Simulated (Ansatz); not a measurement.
# Rh: the cost of one run

Computed with Ansatz 0.2.0 (DFT PBEsol, scalar-relativistic, plane waves, PAW, unless a step's input says otherwise).

2 further runs of the same task are left out: 2 set aside as unsound or not needed.

### 1 The system as given

The structure is hexagonal, space group P6_3/mmc (No. 194). Conventional cell: a = 2.689 Å, b = 2.689 Å, c = 4.329 Å, α = 90.00°, β = 90.00°, γ = 120.00°. Rh (site symmetry -6m2) is surrounded by 12 Rh at 2.66 to 2.69 Å.

Coordinates:

```cif
data_structure
_symmetry_space_group_name_H-M 'P6_3/mmc'
_symmetry_Int_Tables_number 194
_cell_length_a 2.6887
_cell_length_b 2.6887
_cell_length_c 4.3290
_cell_angle_alpha 90.000
_cell_angle_beta 90.000
_cell_angle_gamma 120.000
_cell_volume 27.10
loop_
_atom_site_label
_atom_site_type_symbol
_atom_site_symmetry_multiplicity
_atom_site_Wyckoff_symbol
_atom_site_fract_x
_atom_site_fract_y
_atom_site_fract_z
_atom_site_occupancy
Rh1 Rh 2 c 0.66667 0.33333 0.75000 1
```

It goes back to an entry of the Materials Project, which need not be the stable form.

This cell was relaxed beforehand with the same method: volume 13.55 Å³/atom, gap on the mesh none (metal).

### 2 Zero of energy

The reference gives a free energy of -12677.4307 eV, pressure 0.13 GPa, largest force 0.000 eV/Å and gap on the mesh none (metal). It was computed beforehand with the settings of the runs below.

### 3 The disturbance

All atoms moved at random, sigma 0.02 Å a component. Displacements in the unstrained cell, with the mean shift removed:

| atom | ux (Å) | uy (Å) | uz (Å) |
| --- | --- | --- | --- |
| Rh1 | -0.012 | 0.001 | 0.002 |
| Rh2 | 0.012 | -0.001 | -0.002 |

### 4 The disturbed cell, one point

input.yaml

```yaml
crystal:
  lattice:
    - [2.6887360848, 0.0, 0.0]
    - [-1.3443680424, 2.3285137535, 0.0]
    - [0.0, 0.0, 4.3290202436]
  atoms:
    - { symbol: Rh, position: [0.6622733718, 0.3335769319, 0.7503741122] }
    - { symbol: Rh, position: [0.3377266282, 0.6664230681, 0.2496258878] }
basis:
  ecutwfc: 420
kpoints:
  mp_grid: { grid: [12, 12, 8] }
hamiltonian:
  xc: pbesol
scf:
  occupations: { method: gaussian, width: 0.15 }
output:
  forces: true
  stress: true
  eigenvalues: true
```

Started as:

```sh
> ansatz run input.yaml --threads 2 --pin off --max-ram 5120MiB --backend cpu --events-out ev --progress --plain --runs-dir out
```

What time and memory should one allow on 2 threads of AMD EPYC 9R45 (Zen 5), shared host?

About 2.1 s, with a peak of 0.58 GiB.
